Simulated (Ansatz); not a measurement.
LiI:
Space group Fm-3m (No. 225); a = 5.9022 Å, b = 5.9022 Å, c = 5.9022 Å, α = 90.00°, β = 90.00°, γ = 90.00°

```csv
atom,site,symmetry,x,y,z
Li,4a,m-3m,0.0000,0.0000,0.0000
I,4b,m-3m,0.5000,0.5000,0.5000
```
(The calculation used a cell of 2 atoms; values per cell refer to that cell.)

Relaxed with PBEsol. Independent-particle spectrum: no excitons, no local fields, no scissors shift; 0.1 eV broadening; ε₁ of the summed bands alone.

Q: Tabulate the dielectric function from plane-wave PAW PBEsol (Ansatz code).

A: 

```
E (eV)  ε₁ xx  ε₂ xx
------  -----  -----
0.0      4.79   0.00
0.4      4.80   0.00
0.8      4.85   0.00
1.2      4.92   0.00
1.6      5.03   0.00
2.0      5.18   0.00
2.4      5.38   0.00
2.8      5.65   0.00
3.2      6.02   0.00
3.6      6.55   0.00
4.0      7.35   0.00
4.4      8.89   0.19
4.8     11.78   1.78
5.2     11.66   6.32
5.6     13.02   7.78
6.0      1.96  15.96
6.4      2.92   8.65
6.8      0.06  10.38
7.2     -1.53   8.42
7.6     -1.80   7.76
8.0     -2.84   5.83
8.4     -3.23   4.93
8.8     -2.86   3.80
9.2     -2.65   3.04
9.6     -2.29   2.46
10.0    -2.12   1.97
10.4    -1.76   1.60
10.8    -1.58   1.57
11.2    -1.48   1.03
11.6    -1.14   0.95
12.0    -0.93   0.72
```

Q: From ε at 4.9 eV (xx: 12.12 + 3.01i), find n, k, the normal reflectivity and the absorption coefficient.

A: n = 3.51, k = 0.429, R = 32 %, α = 2kE/ħc = 210000 cm⁻¹.

With all bands, ε∞ without local fields is 4.86. DFPT, with local fields, gives 4.34.

The cell was relaxed with PBEsol under the symmetry of its start; of distortions, only those at the zone centre were tested. Spin–orbit coupling is left out wherever it is not named.

Potentials: the later of the program's two PAW sets.
